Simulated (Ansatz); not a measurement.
# BaZrS3: the cost of one run

Program: Ansatz 0.2.0. Level of theory: DFT PBEsol, scalar-relativistic, plane waves, PAW, and further levels as typed in the inputs. These are calculated values, not measurements.

### 1 The starting structure

It takes space group Pnma (No. 62, orthorhombic). The conventional cell has a = 7.061 Å, b = 9.977 Å, c = 7.014 Å, α = 90.00°, β = 90.00°, γ = 90.00°. Ba (site symmetry m) has 8 S at 3.16 to 3.43 Å as nearest neighbours. Around Zr (site symmetry -1) lie 6 S at 2.53 to 2.54 Å. S (site symmetry m) is surrounded by 2 Zr at 2.53 Å and 2 Ba at 3.16 to 3.22 Å. Around S (site symmetry 1) lie 2 Zr at 2.53 to 2.54 Å and 3 Ba at 3.17 to 3.43 Å.

Coordinates:

```
Ba Zr S
1.0
     7.06100    0.00000    0.00000
     0.00000    9.97700    0.00000
     0.00000    0.00000    7.01400
Ba Zr S
4 4 12
Cartesian
  0.3038 2.4943 0.0614
  3.2267 7.4828 3.5684
  3.8343 2.4943 3.4456
  6.7572 7.4828 6.9526
  0.0000 0.0000 3.5070
  3.5305 0.0000 0.0000
  3.5305 4.9885 0.0000
  0.0000 4.9885 3.5070
  7.0198 2.4943 3.9341
  3.5717 7.4828 0.4271
  3.4893 2.4943 6.5869
  0.0412 7.4828 3.0799
  1.5058 9.6595 5.5173
  2.0247 0.3175 2.0103
  5.0363 5.3060 5.0037
  5.5552 4.6710 1.4967
  5.5552 0.3175 1.4967
  5.0363 9.6595 5.0037
  2.0247 4.6710 2.0103
  1.5058 5.3060 5.5173
```

The structure rests on an entry of the Materials Project (structure only); cell or positions may have been set otherwise for this series.

### 2 Relaxing the atoms: BaZrS3, no spin

File input.yaml:

```yaml
crystal:
  lattice:
    - [7.061, 0.0, 0.0]
    - [0.0, 9.977, 0.0]
    - [0.0, 0.0, 7.014]
  atoms:
    - { symbol: Ba, position: [0.04302725, 0.25, 0.00875008] }
    - { symbol: Ba, position: [0.45697275, 0.75, 0.50875008] }
    - { symbol: Ba, position: [0.54302725, 0.25, 0.49124992] }
    - { symbol: Ba, position: [0.95697275, 0.75, 0.99124992] }
    - { symbol: Zr, position: [0.0, 0.0, 0.5] }
    - { symbol: Zr, position: [0.5, 0.0, 0.0] }
    - { symbol: Zr, position: [0.5, 0.5, 0.0] }
    - { symbol: Zr, position: [0.0, 0.5, 0.5] }
    - { symbol: S, position: [0.99415816, 0.25, 0.56089726] }
    - { symbol: S, position: [0.50584184, 0.75, 0.06089726] }
    - { symbol: S, position: [0.49415816, 0.25, 0.93910274] }
    - { symbol: S, position: [0.00584184, 0.75, 0.43910274] }
    - { symbol: S, position: [0.21325579, 0.96817857, 0.78661805] }
    - { symbol: S, position: [0.28674421, 0.03182143, 0.28661805] }
    - { symbol: S, position: [0.71325579, 0.53182143, 0.71338195] }
    - { symbol: S, position: [0.78674421, 0.46817857, 0.21338195] }
    - { symbol: S, position: [0.78674421, 0.03182143, 0.21338195] }
    - { symbol: S, position: [0.71325579, 0.96817857, 0.71338195] }
    - { symbol: S, position: [0.28674421, 0.46817857, 0.28661805] }
    - { symbol: S, position: [0.21325579, 0.53182143, 0.78661805] }
scf:
  occupations: { method: fixed }
output:
  forces: true
  stress: true
  eigenvalues: true
  write_density: true
  write_potential: true
  elf: true
  volumetric_format: npy
kpoints:
  mp_grid: { grid: [4, 4, 4] }
hamiltonian:
  xc: pbesol
relax:
  f_tol: 0.005
  max_steps: 60
```

Launch:

```console
$ ansatz run input.yaml --threads 8 --pin off --max-ram 32768MiB --backend cpu --events-out ev --progress --plain --runs-dir out
```

**Question.** How long does this run take on 8 threads of Intel Xeon 6975P-C (Granite Rapids), shared host, and how much memory does it need?

About 35 s, with a peak of 3 GiB.
